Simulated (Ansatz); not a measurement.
Here is an Ansatz 0.2.0 calculation.

File input.yaml:

```yaml
crystal:
  lattice:
    - [2.2853, 0.0, 0.0]
    - [-1.14265, 1.9791278553, 0.0]
    - [0.0, 0.0, 3.5842]
  atoms:
    - { symbol: Be, position: [0.6666666667, 0.3333333333, 0.75] }
    - { symbol: Be, position: [0.3333333333, 0.6666666667, 0.25] }
hamiltonian:
  xc: rpbe
  pseudopotentials: { kind: nc, accuracy: standard }
kpoints:
  mp_grid: { grid: [13, 13, 8] }
scf:
  occupations: { method: fermi_dirac, width: 0.01 }
  n_extra_bands: 6
output:
  forces: true
  stress: true
  eigenvalues: true
  dos: { projected: false, de: 0.05, nscf_kmesh: { grid: [20, 20, 12] } }
  write_density: true
  write_potential: true
  elf: true
  volumetric_format: npy
accuracy: medium
```

Potentials or basis: PseudoDojo standard (PBE files).

Launch:

```console
$ ansatz run input.yaml --threads 1 --pin off --max-ram 2560MiB --backend cpu --events-out ev --progress --plain --runs-dir out
```

Problem. Predict the density of states at the Fermi level.

Solution. 0.13 states/eV per cell.

Problem. What does it give for the pressure?

Solution. 1.2 GPa.

Stress tensor (GPa, compression positive):
```
1.31 0.00 0.00
0.00 1.31 0.00
0.00 0.00 1.06
```

Caveat: the potentials were made for another functional, which shifts forces and pressure.
